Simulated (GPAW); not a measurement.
Crystal: MnS.

```xyz
2
Lattice="0.0000 2.6045 2.6045 2.6045 0.0000 2.6045 2.6045 2.6045 0.0000" Properties=species:S:1:pos:R:3 pbc="T T T"
Mn    0.0000    0.0000    0.0000
S     2.6045    2.6045    2.6045
```

Program: GPAW 26.7.0. Alike in all runs: spin collinear, ferromagnetic start; cell as given; k mesh 7 × 7 × 7; smearing fermi-dirac 0.05 eV.

Order these runs on this cell by their pressure, lowest first.
A. level r2SCAN; potentials or basis GPAW PAW data sets (gpaw-data 1.2.1), pw; cutoff (eV) 500; maxiter 120; convergence default
B. level LDA+U; potentials or basis the program's PAW data sets (release 1.2.1) made for this functional, pw; U Mn d U = 3 eV; cutoff (eV) 600; maxiter 150; band path GXWKGLUWLK,UX; band points 100
C. level LDA; potentials or basis the program's PAW data sets (release 1.2.1) made for this functional, pw; cutoff (eV) 450; maxiter 120; convergence default

C (-11.6 GPa), B (-2.9 GPa), A (0.9 GPa).

Caveats: a cell with one magnetic atom can't hold antiferromagnetic order, which such compounds often take; the cutoff is short for stress and forces, so pressures can be off by a GPa or more (some runs); the PAW data sets were made with another functional, which shifts forces and pressure a little (some runs).

Runs at the PBE level aren't shown here.
